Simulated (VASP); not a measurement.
# Br (Im-3m) in VASP: notebook

Runs on Br. Level: PBE. Tasks: single point, relaxation of cell and atoms.

Program: VASP 6.6.1. These are calculated values, not measurements. Logs are shortened: lines on timing, memory, paths and dates and some standing lists are left out, and cuts for length are marked.

### Step 1. Starting point

Symmetry: Im-3m, No. 229, cubic system. The conventional cell has a = 3.406 Å, b = 3.406 Å, c = 3.406 Å, α = 90.00°, β = 90.00°, γ = 90.00°. Br (site symmetry m-3m) has 8 Br at 2.95 Å as nearest neighbours.

The cell was built by a generator and needn't be a form met in nature.

### Step 2. Single point, PBE

Contents of INCAR:

```
SYSTEM = Br
PREC = Accurate
ENCUT = 520
EDIFF = 1E-7
ISMEAR = -1
SIGMA = 0.05
LREAL = .FALSE.
LASPH = .TRUE.
NELM = 100
ALGO = Normal
ISIF = 2
LWAVE = .FALSE.
LCHARG = .FALSE.
GGA = PE
NBANDS = 10
```

Contents of KPOINTS:

```
Automatic mesh
0
G
  8 8 8
  0 0 0
```

Contents of POSCAR:

```
Br
1.0
    1.7028156778      1.7028156778      1.7028156778
   -1.7028156778      1.7028156778      1.7028156778
   -1.7028156778     -1.7028156778      1.7028156778
Br
1
Direct
    0.0000000000      0.0000000000      0.0000000000
```

Potentials or basis: VASP PAW PBE potentials, release 64 (Br).

Command:

```
cat potpaw_PBE.64/Br/POTCAR > POTCAR
mpirun -np 1 vasp_std > vasp.out
```

OUTCAR:

```text
SYSTEM = Br
   PREC = Accurate
   ENCUT = 520
   EDIFF = 1E-7
   ISMEAR = -1
   LREAL = .FALSE.
   LASPH = .TRUE.
   NELM = 100
   ISIF = 2
   GGA = PE

 ion  position               nearest neighbor table
   1  0.000  0.000  0.000-

  LATTYP: Found a body centered cubic cell.
 ALAT       =     3.4056313556

  Lattice vectors:

 A1 = (   1.7028156778,  -1.7028156778,  -1.7028156778)
 A2 = (   1.7028156778,   1.7028156778,   1.7028156778)
 A3 = (  -1.7028156778,  -1.7028156778,   1.7028156778)

Analysis of symmetry for initial positions (statically):
=====================================================================
 Subroutine PRICEL returns:
 Original cell was already a primitive cell.

 Routine SETGRP: Setting up the symmetry group for a
 body centered cubic supercell.

 Subroutine GETGRP returns: Found 48 space group operations
 (whereof 48 operations were pure point group operations)
 out of a pool of 48 trial point group operations.

The static configuration has the point symmetry O_h .

Analysis of symmetry for dynamics (positions and initial velocities):
=====================================================================
 Subroutine PRICEL returns:
 Original cell was already a primitive cell.

 Routine SETGRP: Setting up the symmetry group for a
 body centered cubic supercell.

 Subroutine GETGRP returns: Found 48 space group operations
 (whereof 48 operations were pure point group operations)
 out of a pool of 48 trial point group operations.

The dynamic configuration has the point symmetry O_h .

 Subroutine INISYM returns: Found 48 space group operations
 (whereof 48 operations are pure point group operations),
 and found     1 'primitive' translations

----------------------------------------------------------------------------------------

                                     Primitive cell

  volume of cell :      19.7498

  direct lattice vectors                    reciprocal lattice vectors
     1.702815678  1.702815678  1.702815678     0.293631311  0.000000000  0.293631311
    -1.702815678  1.702815678  1.702815678    -0.293631311  0.293631311  0.000000000
    -1.702815678 -1.702815678  1.702815678     0.000000000 -0.293631311  0.293631311

  length of vectors
     2.949363270  2.949363270  2.949363270     0.415257382  0.415257382  0.415257382

  position of ions in fractional coordinates (direct lattice)
     0.000000000  0.000000000  0.000000000

  ion indices of the primitive-cell ions
   primitive index   ion index
                 1           1

----------------------------------------------------------------------------------------

 KPOINTS: Automatic mesh

Automatic generation of k-mesh.
 Grid dimensions read from file:
 generate k-points for:    8    8    8

 Generating k-lattice:

  Cartesian coordinates                     Fractional coordinates (reciprocal lattice)
     0.036703914  0.000000000  0.036703914     0.125000000  0.000000000  0.000000000
    -0.036703914  0.036703914  0.000000000     0.000000000  0.125000000  0.000000000
     0.000000000 -0.036703914  0.036703914     0.000000000  0.000000000  0.125000000

  Length of vectors
     0.051907173  0.051907173  0.051907173

  Shift w.r.t. Gamma in fractional coordinates (k-lattice)
     0.000000000  0.000000000  0.000000000

 Subroutine IBZKPT returns following result:
 ===========================================

 Found     29 irreducible k-points:

 Following reciprocal coordinates:
            Coordinates               Weight
  0.000000  0.000000  0.000000      1.000000
  0.125000  0.000000  0.000000     12.000000
  0.250000  0.000000  0.000000     12.000000
  0.375000  0.000000  0.000000     12.000000
  0.500000  0.000000  0.000000      6.000000
  0.250000  0.125000  0.000000     24.000000
[... 16 lines left out ...]
  0.375000  0.250000  0.250000     24.000000
  0.500000  0.250000  0.250000     12.000000
 [... further k-points ...]
   k-points           NKPTS =     29   k-points in BZ     NKDIM =     29   number of bands    NBANDS=     10
   number of dos      NEDOS =    301   number of ions     NIONS =      1
   total plane-waves  NPLWV =  13824
   dimension x,y,z NGX =    24 NGY =   24 NGZ =   24
   dimension x,y,z NGXF=    48 NGYF=   48 NGZF=   48
   ions per type =               1
   NGX,Y,Z   is equivalent  to a cutoff of  13.53, 13.53, 13.53 a.u.
   NGXF,Y,Z  is equivalent  to a cutoff of  27.06, 27.06, 27.06 a.u.
 SYSTEM =  Br
   PREC   = accura    normal or accurate (medium, high low for compatibility)
   ISTART =      0    job   : 0-new  1-cont  2-samecut
   ICHARG =      2    charge: 1-file 2-atom 10-const
   ISPIN  =      1    spin polarized calculation?
   LNONCOLLINEAR =      F non collinear calculations
   LSORBIT =      F    spin-orbit coupling
   LASPH  =      T    aspherical Exc in radial PAW
   ENCUT  =  520.0 eV  38.22 Ry    6.18 a.u.   5.48  5.48  5.48*2*pi/ulx,y,z
   NELM   =    100;   NELMIN=  2; NELMDL= -5     # of ELM steps
   EDIFF  = 0.1E-06   stopping-criterion for ELM
   LREAL  =      F    real-space projection
   EDIFFG = 0.1E-05   stopping-criterion for IOM
   NSW    =      0    number of steps for IOM
   IBRION =     -1    ionic relax: 0-MD 1-quasi-New 2-CG
   NFREE  =      0    steps in history (QN), initial steepest desc. (CG)
   ISIF   =      2    stress and relaxation
   ISYM   =      2    0-nonsym 1-usesym 2-fastsym
   POTIM  = 0.5000    time-step for ionic-motion
   TEBEG  =    0.0;   TEEND  =   0.0 temperature during run
   PSTRESS=    0.0 pullay stress
   NELECT =       7.0000    total number of electrons
   NUPDOWN=      -1.0000    fix difference up-down
   EMIN   =  10.00;   EMAX   =-10.00  energy-range for DOS
   EFERMI =   0.00;   METHOD = LEGACY
   ISMEAR =    -1;   SIGMA  =   0.05  broadening in eV -4-tet -1-fermi 0-gaus
   EFERMI_NEDOS =   21; number of points for ismear=-14 and -15
   IALGO  =     38    algorithm
   IMIX   =      4    mixing-type and parameters
     AMIX     =   0.40;   BMIX     =  1.00
     AMIX_MAG =   1.60;   BMIX_MAG =  1.00
  volume/ion in A,a.u.               =      19.75       133.28
  Fermi-wavevector in a.u.,A,eV,Ry     =   1.158564  2.189368 18.262686  1.342270
  Thomas-Fermi vector in A             =   2.295165
   LORBIT       =      0    0 simple, 1 ext, 2 COOP (PROOUT), +10 PAW based schemes
   GGA     = PE    functional components
   LHFCALC =     F    Hartree Fock is set to
   AEXX    =    0.0000 exact exchange contribution
   IVDW    =     0    specifies the selected vdW correction
   LEPSILON=     F    determine dielectric tensor
   LRPA    =     F    only Hartree local field effects (RPA)
 non-spin polarized calculation
  energy-cutoff  :      520.00
  volume of cell :       19.75
 maximum number of plane-waves:       555
 NGX is ok and might be reduce to    24
   NGX = 11   NGY = 11   NGZ = 11

 number of electron       6.9999998 magnetization

 Free energy of the ion-electron system (eV)
  ---------------------------------------------------
  ext. energy  EPLUGINS =         0.00000000
  ---------------------------------------------------
  free energy    TOTEN  =        -0.68464793 eV

  energy without entropy =       -0.67141479  energy(sigma->0) =       -0.67803136

 E-fermi :   5.1886     XC(G=0): -10.7059

 val. band max:        5.1362655198   @ k =   0.2500   0.0000   0.0000
 cond. band min:       5.2211534993   @ k =   0.2500   0.1250   0.1250
 fundamental gap:      0.0848879796
 Fermi energy:         5.1885643632

 k-point     1 :       0.0000    0.0000    0.0000
  band No.  band energies     occupation
      1     -12.4495      2.00000
      2       6.5745      0.00000
      3       6.5745      0.00000
      4       6.5745      0.00000
      5      15.2905      0.00000
      6      18.0012      0.00000
      7      18.0012      0.00000
      8      18.0012      0.00000
      9      21.1993      0.00000
     10      21.1993      0.00000

 k-point     2 :       0.1250    0.0000    0.0000
  band No.  band energies     occupation
      1     -12.1581      2.00000
      2       5.0010      1.95409
      3       6.0898      0.00000
      4       6.4944      0.00000
      5      15.9572      0.00000
      6      16.9959      0.00000
      7      17.8714      0.00000
      8      19.2112      0.00000
      9      20.1298      0.00000
     10      20.6534      0.00000

 k-point     3 :       0.2500    0.0000    0.0000
  band No.  band energies     occupation
      1     -11.3432      2.00000
      2       2.0524      2.00000
      3       5.1363      1.48000
      4       6.2940      0.00000
      5      14.2546      0.00000
      6      15.4967      0.00000
      7      19.7253      0.00000
      8      20.6210      0.00000
      9      21.9752      0.00000
     10      22.3248      0.00000

 k-point     4 :       0.3750    0.0000    0.0000
  band No.  band energies     occupation
      1     -10.2658      2.00000
      2      -0.5860      2.00000
      3       4.3705      2.00000
      4       6.0864      0.00000
      5      12.8249      0.00000
      6      14.4772      0.00000
      7      21.5925      0.00000
      8      21.6902      0.00000
      9      24.5659      0.00000
     10      26.6002      0.00000
[... 222 lines left out ...]
 k-point    22 :       0.2500    0.2500    0.2500
  band No.  band energies     occupation
      1     -10.3277      2.00000
      2       1.8786      2.00000
      3       3.5361      2.00000
      4       3.5361      2.00000
      5      13.1367      0.00000
      6      18.2261      0.00000
      7      19.3427      0.00000
      8      19.3427      0.00000
      9      20.9341      0.00000
     10      24.8241      0.00000

 k-point    23 :       0.3750    0.2500    0.2500
  band No.  band energies     occupation
      1      -9.3754      2.00000
      2       0.3227      2.00000
      3       2.7155      2.00000
      4       3.2440      2.00000
      5      12.3860      0.00000
      6      16.1108      0.00000
      7      19.0553      0.00000
      8      19.9832      0.00000
      9      24.7337      0.00000
     10      26.2593      0.00000

 k-point    24 :       0.5000    0.2500    0.2500
  band No.  band energies     occupation
      1      -8.8743      2.00000
      2      -0.5456      2.00000
      3       2.4184      2.00000
      4       3.2677      2.00000
      5      12.6604      0.00000
      6      14.7537      0.00000
      7      18.7650      0.00000
      8      19.7218      0.00000
      9      28.9368      0.00000
     10      29.5749      0.00000

 [... further k-points ...]
[... 5 lines left out ...]
  --------------------------------------------------------------------------------------
  -------------------------------------------------------------------------------------
  Total        2.4673031      2.4673031      2.4673031      0.0000000      0.0000000      0.0000000
  in kB      200.1567158    200.1567158    200.1567158      0.0000000      0.0000000      0.0000000
  external PRESSURE =     200.1567158 kB  Pullay stress =       0.0000000 kB

 VOLUME and BASIS-vectors are now :
 -----------------------------------------------------------------------------
  energy-cutoff  :      520.00
  volume of cell :       19.75
      direct lattice vectors                 reciprocal lattice vectors
     1.702815678  1.702815678  1.702815678     0.293631311  0.000000000  0.293631311
    -1.702815678  1.702815678  1.702815678    -0.293631311  0.293631311  0.000000000
    -1.702815678 -1.702815678  1.702815678     0.000000000 -0.293631311  0.293631311

 POSITION                                       TOTAL-FORCE (eV/Angst)
 -----------------------------------------------------------------------------------
      0.00000      0.00000      0.00000        -0.000000     -0.000000      0.000000
 -----------------------------------------------------------------------------------
    total drift:                               -0.000000     -0.000000      0.000000

  FREE ENERGIE OF THE ION-ELECTRON SYSTEM (eV)
  ---------------------------------------------------
  free  energy   TOTEN  =        -0.6846479253 eV

  energy  without entropy=       -0.6714147939  energy(sigma->0) =       -0.67803136
```

It took 4.5 s on 1 thread of Intel Xeon Platinum 8488C (Sapphire Rapids), shared host; peak memory 0.13 GiB.

Results:

| Quantity | Value |
| --- | --- |
| Free energy | -0.6846 eV |
| Pressure | 20.0 GPa |
| Band gap on the k mesh | none (metal or under the smearing width) |

Levels at points of the mesh, in eV from the Fermi level:
| k point | band 1 | band 2 | band 3 | band 4 | band 5 | band 6 | band 7 | band 8 | band 9 |
| --- | --- | --- | --- | --- | --- | --- | --- | --- | --- |
| (0.00, 0.00, 0.00) | -17.64 | 1.39 | 1.39 | 1.39 | 10.10 | 12.81 | 12.81 | 12.81 | 16.01 |
| (0.50, 0.00, 0.00) | -14.86 | -6.92 | -1.10 | 0.81 | 7.15 | 8.94 | 18.06 | 18.24 | 19.03 |
| (0.50, 0.50, 0.50) | -13.04 | -3.92 | -3.92 | -3.92 | 4.85 | 4.85 | 22.72 | 22.72 | 22.72 |

Caveat: so large a pressure means that the cell lies far from this level's equilibrium, or that cutoff or potentials fall short; an odd number of electrons without spin polarisation forces a metal; a magnetic or distorted state may lie lower.

(Continued in part 2 of 2.)
